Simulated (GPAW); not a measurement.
# AlN (F-43m) in GPAW: reference runs

How does AlN come out in PBEsol? The cell is run as given and disturbed.

Program: GPAW 26.7.0. These are calculated values, not measurements. Logs are shortened: lines on timing, memory, paths and dates and some standing lists are left out, and cuts for length are marked. The log counts tension as positive stress, the text compression.

### 1 The crystal as given

The structure is cubic, space group F-43m (No. 216). Conventional cell: a = 4.368 Å, b = 4.368 Å, c = 4.368 Å, α = 90.00°, β = 90.00°, γ = 90.00°. Al (site symmetry -43m) has 4 N at 1.89 Å as nearest neighbours. N (site symmetry -43m) is surrounded by 4 Al at 1.89 Å.

Measurements of this composition are mostly on another form, of space group No. 186.

### 2 Single point, PBEsol

run.py

```python
from ase import Atoms
from ase.dft.bandgap import bandgap
from ase.io import write
from ase.units import GPa
from gpaw import GPAW, PW, setup_paths

setup_paths.insert(0, '.')

atoms = Atoms(['Al', 'N'],
              cell=[[0.0, 2.1839935596, 2.1839935596],
                    [2.1839935596, 0.0, 2.1839935596],
                    [2.1839935596, 2.1839935596, 0.0]],
              scaled_positions=[[0.0, 0.0, 0.0],
                                [0.25, 0.25, 0.25]],
              pbc=True)

calc = GPAW(mode=PW(800),
            xc='PBEsol',
            kpts={'size': (10, 10, 10), 'gamma': True},
            occupations={'name': 'fermi-dirac', 'width': 0.05},
            nbands=11,
            convergence={'density': 1e-05, 'energy': 1e-05},
            maxiter=150,
            txt='gpaw.txt')
atoms.calc = calc
energy = atoms.get_potential_energy()
forces = atoms.get_forces()
stress = atoms.get_stress()
calc.write('gs.gpw')
write('result.traj', atoms)
print(f'Energy: {energy:.6f} eV')
print('Forces (eV/A):')
print(forces.round(4))
print('Stress (GPa):', (stress / GPa).round(3))
print('Fermi level:', round(calc.get_fermi_level(), 4), 'eV')
print(f'Gap: {bandgap(calc)[0]:.4f} eV, direct: {bandgap(calc, direct=True)[0]:.4f} eV')
```

Potentials or basis: PAW data sets generated in the run's folder for this functional, pw.

Started as:

```bash
$ gpaw-setup -f PBEsol Al N
$ OMP_NUM_THREADS=1 python run.py
```

gpaw.txt:

```text
__  _  _
 | _ |_)|_||  |
 |__||  | ||/\| - 26.7.0

Input parameters:
  mode=PW(ecut=800.0),
  convergence={'density': 1e-05, 'energy': 1e-05},
  kpts=MonkhorstPack(size=(10, 10, 10), gamma=True),
  maxiter=150,
  nbands=11,
  occupations=Occupations(name='fermi-dirac', width=0.05),
  xc=XC(name='PBEsol')

Diagonalizing LCAO Hamiltonian
Converting LCAO to pw mode

           N
       Al

Atoms  # Å, Bohr magnetons
|   | symbol |        x |        y |        z |    initial magnetic moments |
|---|--------|----------|----------|----------|-----------------------------|
| 0 |     Al | 0.000000 | 0.000000 | 0.000000 | ( 0.0000,  0.0000,  0.0000) |
| 1 |      N | 1.091997 | 1.091997 | 1.091997 | ( 0.0000,  0.0000,  0.0000) |

Unit cell  # Å
| periodic |        x |        y |        z |  lengths |    angles |
|----------|----------|----------|----------|----------|-----------|
|      yes | 0.000000 | 2.183994 | 2.183994 | 3.088633 | 60.000000 |
|      yes | 2.183994 | 0.000000 | 2.183994 | 3.088633 | 60.000000 |
|      yes | 2.183994 | 2.183994 | 0.000000 | 3.088633 | 60.000000 |

Number of symmetries: 24
Symmetry operations  # r_c * U_cc + t_c -> r_c
|    | kind |            matrix            |
|----|------|------------------------------|
|  0 |  E   |  1, 0, 0,  0, 1, 0,  0, 0, 1 |
|  1 |  σ   |  1, 0, 0,  0, 0, 1,  0, 1, 0 |
|  2 |  σ   |  1, 0,-1,  0, 1,-1,  0, 0,-1 |
|  3 |  C3  |  1, 0,-1,  0, 0,-1,  0, 1,-1 |
|  4 |  C3  |  1,-1, 0,  0,-1, 1,  0,-1, 0 |
|  5 |  σ   |  1,-1, 0,  0,-1, 0,  0,-1, 1 |
|  6 |  σ   |  0, 1, 0,  1, 0, 0,  0, 0, 1 |
|  7 |  C3  |  0, 1, 0,  0, 0, 1,  1, 0, 0 |
|  8 |  C2  |  0, 1,-1,  1, 0,-1,  0, 0,-1 |
|  9 |  S4  |  0, 1,-1,  0, 0,-1,  1, 0,-1 |
| 10 |  C3  |  0, 0, 1,  1, 0, 0,  0, 1, 0 |
| 11 |  σ   |  0, 0, 1,  0, 1, 0,  1, 0, 0 |
| 12 |  S4  |  0, 0,-1,  1, 0,-1,  0, 1,-1 |
| 13 |  C3  |  0, 0,-1,  0, 1,-1,  1, 0,-1 |
| 14 |  S4  |  0,-1, 1,  1,-1, 0,  0,-1, 0 |
| 15 |  C2  |  0,-1, 1,  0,-1, 0,  1,-1, 0 |
| 16 |  C3  |  0,-1, 0,  1,-1, 0,  0,-1, 1 |
| 17 |  S4  |  0,-1, 0,  0,-1, 1,  1,-1, 0 |
| 18 |  S4  | -1, 1, 0, -1, 0, 1, -1, 0, 0 |
| 19 |  C3  | -1, 1, 0, -1, 0, 0, -1, 0, 1 |
| 20 |  C3  | -1, 0, 1, -1, 1, 0, -1, 0, 0 |
| 21 |  S4  | -1, 0, 1, -1, 0, 0, -1, 1, 0 |
| 22 |  σ   | -1, 0, 0, -1, 1, 0, -1, 0, 1 |
| 23 |  C2  | -1, 0, 0, -1, 0, 1, -1, 1, 0 |

BZ-sampling:
  Number of BZ points: 1000
  Number of IBZ points: 47

  Monkhorst-Pack size: [10, 10, 10]
  Monkhorst-Pack shift: [0.05, 0.05, 0.05]

K-points  # in reciprocal-cell coordinates
|     |                                coordinates |     weight |
|-----|--------------------------------------------|------------|
|   0 | (  0.00000000,   0.00000000,   0.00000000) | 0.00100000 |
|   1 | (  0.10000000,   0.10000000,   0.00000000) | 0.00600000 |
|   2 | (  0.10000000,   0.10000000,   0.10000000) | 0.00800000 |
|   3 | (  0.20000000,   0.10000000,   0.10000000) | 0.01200000 |
|   4 | (  0.20000000,   0.20000000,   0.00000000) | 0.00600000 |
|   5 | (  0.20000000,   0.20000000,   0.10000000) | 0.02400000 |
|   6 | (  0.20000000,   0.20000000,   0.20000000) | 0.00800000 |
|   7 | (  0.30000000,   0.20000000,   0.10000000) | 0.02400000 |
|   8 | (  0.30000000,   0.20000000,   0.20000000) | 0.02400000 |
|   9 | (  0.30000000,   0.30000000,   0.00000000) | 0.00600000 |
| ... |                                            |            |
|  46 | (  0.50000000,   0.50000000,   0.50000000) | 0.00400000 |

Plane wave coefficients: 1090
Cutoff: 800.0 eV

Spin-components: 1 (collinear spins)
Bands:           11
Projectors:      10
Spin-degeneracy: 2
Datatype:        complex128

Parallelization:
  kpt:    1
  domain: 1
  band:   1

Density:
  Valence electrons: 8.0
  Components: 1
  Grid points: [21 21 21]
  Charge: 0.0  # |e|

Potential:
  Grid points: [21 21 21]

species:
  Al:
    name:    Aluminium
    Z:       13.0
    valence: 3
    core:    10
    charge:  0.0  # [|e|]
    compensation charges:
      type: gauss
      rc: 0.34  # [Å]
      lmax: 2
    cutoffs:
      filter: 1.91  # [Å]
      core: 2.36  # [Å]
    projectors
    | kind |    occ | energy [eV] | rcut [Å] |
    |------|--------|-------------|----------|
    |   3s |  2.000 |      -7.715 |    1.085 |
    |   3p |  1.000 |      -2.689 |    1.085 |
    |    s |        |      19.497 |    1.085 |
    |    p |        |      24.522 |    1.085 |
    |    d |        |       0.000 |    1.085 |

    Using partial waves for Al as LCAO basis

  N:
    name:    Nitrogen
    Z:       7.0
    valence: 5
    core:    2
    charge:  0.0  # [|e|]
    compensation charges:
      type: gauss
      rc: 0.18  # [Å]
      lmax: 2
    cutoffs:
      filter: 1.11  # [Å]
      core: 0.96  # [Å]
    projectors
    | kind |    occ | energy [eV] | rcut [Å] |
    |------|--------|-------------|----------|
    |   2s |  2.000 |     -18.455 |    0.603 |
    |   2p |  3.000 |      -7.035 |    0.529 |
    |    s |        |       8.756 |    0.603 |
    |    p |        |      20.177 |    0.529 |
    |    d |        |       0.000 |    0.577 |

    Using partial waves for N as LCAO basis

Reference energy: -8066.097817  # eV

eigensolver:
  PPCG
  Converge bands: occupied
  niter=2

density mixing:
  MSR1-Mixer
  Pratt-step length: 0.05
  Maximum mixing coefficient: 0.75
  Old densities: 10
  SVD Regularization: 0.005
  Good broyden scale: 1.0
  Trust region scale: 1.0
  Backstep threshold: 4.0
  History deletion threshold: 6.0
  Fourier metric: weight=20.0, sigma=0.015

occupation numbers:
  Fermi-Dirac:
    width: 0.0500  # eV

poisson solver:
  ecut: 6400.0  # eV

xc functional:
  name: PBEsol with 2 nearest neighbor stencil

convergence criteria:
- Maximum integral of absolute [dens]ity change: 1e-05 electrons / valence electron
- Maximum [total energy] change in last 3 cyles: 1e-05 eV / valence electron
- Maximum integral of absolute [eigenst]ate change: 4e-08 eV^2 / valence electron
maximum number of iterations: 150

SCF iterations
|iter     | |      energy | eigst |  dens |
|---------|-|-------------|-------|-------|
|iter:   1| |  -17.551470 | -0.26 |       |
|iter:   2| |  -17.045434 | -2.26 | -0.56 |
|iter:   3| |  -15.576008 | -0.95 | -0.61 |
|iter:   4| |  -15.577765 | -3.06 | -1.26 |
|iter:   5| |  -15.580131 | -3.49 | -1.56 |
|iter:   6| |  -15.580171 | -5.80 | -2.80 |
|iter:   7| |  -15.580179c| -6.46 | -3.18 |
|iter:   8| |  -15.580179c| -7.57c| -4.49 |
|iter:   9| |  -15.580179c| -8.54c| -5.09c|

Converged in 9 steps
Energy contributions relative to reference atoms: (reference = -8066.097817)

Energy contributions:
  Kinetic:          18.327528
  Coulomb:         -16.017780
  Zero:              0.078928
  External:          0.000000
  Xc:              -17.968855
  Entropy:          -0.000000
  Spinorbit:         0.000000
  ----------------------------
  Free energy:     -15.580179
  Extrapolated:    -15.580179

dipole moment: (-8.624325, -8.624325, -8.624325)  # |e|*Ang

Fermi level: 6.863
Eigenvalues  # (at kpt = [0.000, 0.000, 0.000])
| band index |      eig [eV] | occ [0-2] |
|------------|---------------|-----------|
|          0 |        -9.080 |     2.000 |
|          1 |         5.884 |     2.000 |
|          2 |         5.884 |     2.000 |
|          3 |         5.884 |     2.000 |
|          4 |        10.026 |     0.000 |
|          5 |        18.341 |     0.000 |
|          6 |        18.341 |     0.000 |
|          7 |        18.341 |     0.000 |
|          8 |        23.486 |     0.000 |
|          9 |        23.510 |     0.000 |
|         10 |        24.870 |     0.000 |

Gap: 3.181 eV
Transition (v -> c):
  (s=0, k=0, n=3, [0.00, 0.00, 0.00]) -> (s=0, k=41, n=4, [0.50, 0.50, 0.00])
Direct/indirect transitions are different
Direct gap: 4.142 eV
Transition at: (s=0, k=0, n=3, [0.00, 0.00, 0.00])

Forces  # eV/Ang
|       x |       y |        z |
|---------|---------|----------|
| 0.00000 | 0.00000 |  0.00000 |  # Al   0
| 0.00000 | 0.00000 | -0.00000 |  # N    1

Stress tensor  # eV/Ang^3
|         x |         y |         z |
|-----------|-----------|-----------|
| -0.013801 |  0.000000 |  0.000000 |
|  0.000000 | -0.013801 | -0.000000 |
|  0.000000 | -0.000000 | -0.013801 |

# Writing to gs.gpw (mode='')
```

Wall time 20 s (1 thread of Intel Xeon Platinum 8488C (Sapphire Rapids), shared host); peak memory 0.15 GiB.

What came out:

```yaml
Free_energy: -15.5802 eV
Pressure: 2.2 GPa
Band_gap_on_the_k_mesh: 3.18 eV, indirect (least direct gap 4.14 eV)
```

A k mesh can miss the band edges. A hybrid or GW would open this gap; PBEsol tends to underestimate it.

### 3 Single point, PBEsol (atoms moved at random, drawn with an rms of 0.05 Å)

Edit run.py of step 2 so:

```diff
@@ -12,4 +12,4 @@
                     [2.1839935596, 2.1839935596, 0.0]],
-              scaled_positions=[[0.0, 0.0, 0.0],
-                                [0.25, 0.25, 0.25]],
+              scaled_positions=[[0.000353, -0.005977, 0.011268],
+                                [0.247794, 0.256198, 0.241904]],
               pbc=True)
```

Potentials or basis: PAW data sets generated in the run's folder for this functional, pw.

Started as:

```bash
$ gpaw-setup -f PBEsol Al N
$ OMP_NUM_THREADS=1 python run.py
```

Run time: 2.9 min. Hardware: 1 thread of Intel Xeon Platinum 8488C (Sapphire Rapids), shared host; peak memory 0.35 GiB.

Results (log left out):

| Quantity | Value |
| --- | --- |
| Free energy | -15.5588 eV |
| Pressure | 2.6 GPa |
| Largest force | 0.767 eV/Å |
| Band gap on the k mesh | 3.02 eV, indirect (least direct gap 3.98 eV) |

Forces in eV/Å, atoms in the order of the input:
```
Al  -0.174 -0.696  0.270
N    0.174  0.696 -0.270
```

Stress tensor (GPa, compression positive):
```
 2.73 -1.38  3.54
-1.38  2.32  0.90
 3.54  0.90  2.69
```

Levels at points of the mesh, in eV from the valence-band top:
| k point | band 1 | band 2 | band 3 | band 4 | band 5 | band 6 | band 7 |
| --- | --- | --- | --- | --- | --- | --- | --- |
| (0.00, 0.00, 0.00) | -15.12 | -0.28 | -0.18 | 0.00 | 3.98 | 12.29 | 12.31 |
| (0.00, 0.00, 0.50) | -13.04 | -6.01 | -0.76 | -0.66 | 7.18 | 9.66 | 10.81 |
| (0.00, 0.50, 0.00) | -13.02 | -6.12 | -0.68 | -0.51 | 7.09 | 9.58 | 10.84 |
| (0.00, 0.50, 0.50) | -12.38 | -5.11 | -1.98 | -1.92 | 3.02 | 8.30 | 13.70 |
| (0.50, 0.00, 0.00) | -13.03 | -6.07 | -0.75 | -0.54 | 7.13 | 9.62 | 10.81 |
| (0.50, 0.00, 0.50) | -12.38 | -5.11 | -2.04 | -1.86 | 3.03 | 8.32 | 13.70 |
| (0.50, 0.50, 0.00) | -12.38 | -5.11 | -1.99 | -1.91 | 3.02 | 8.30 | 13.70 |
| (0.50, 0.50, 0.50) | -13.02 | -6.11 | -0.69 | -0.51 | 7.10 | 9.59 | 10.83 |
